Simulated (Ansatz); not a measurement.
MnSn2:

```
Sn Mn
1.0
    -3.32950    3.32950    2.72350
     3.32950   -3.32950    2.72350
     3.32950    3.32950   -2.72350
Sn Mn
4 2
Direct
  0.83770 0.66230 0.50000
  0.33770 0.83770 0.17540
  0.16230 0.33770 0.50000
  0.66230 0.16230 0.82460
  0.75000 0.75000 0.00000
  0.25000 0.25000 0.00000
```

Base run:

```yaml
Program: Ansatz 0.2.0
Functional: PBEsol
Potentials_or_basis: Ansatz PAW
Cutoff: "420 eV (not typed: the program's choice for these potentials)"
k_mesh: 5 × 5 × 5
Occupations: fermi-dirac, width 0.05 eV
Spin: collinear spin, ferromagnetic start
Starting_moments: "[0.0, 0.0, 0.0, 0.0, 6.0, 6.0] μB"
Fixed_moment: 12 μB
```

Its results: pressure 15.3 GPa; site moments Sn +0.34; Mn +4.18 μB; largest force 0.305 eV/Å.

Q: The run is repeated on the same cell with these changes: fixed moment from 12 μB to 4 μB; moments at the start from [0.0, 0.0, 0.0, 0.0, 6.0, 6.0] to [0.0, 0.0, 0.0, 0.0, 2.0, 2.0]. What comes out?

A: Pressure -6.4 GPa; site moments Sn -0.09; Mn +2.32 μB; largest force 0.193 eV/Å.

Caveats: the total moment is fixed, so each spin has its own Fermi level; the PAW data sets come from PBE, with cores solved anew for the run's functional, which leaves a small shift of forces and pressure; the thresholds are loose for stress.
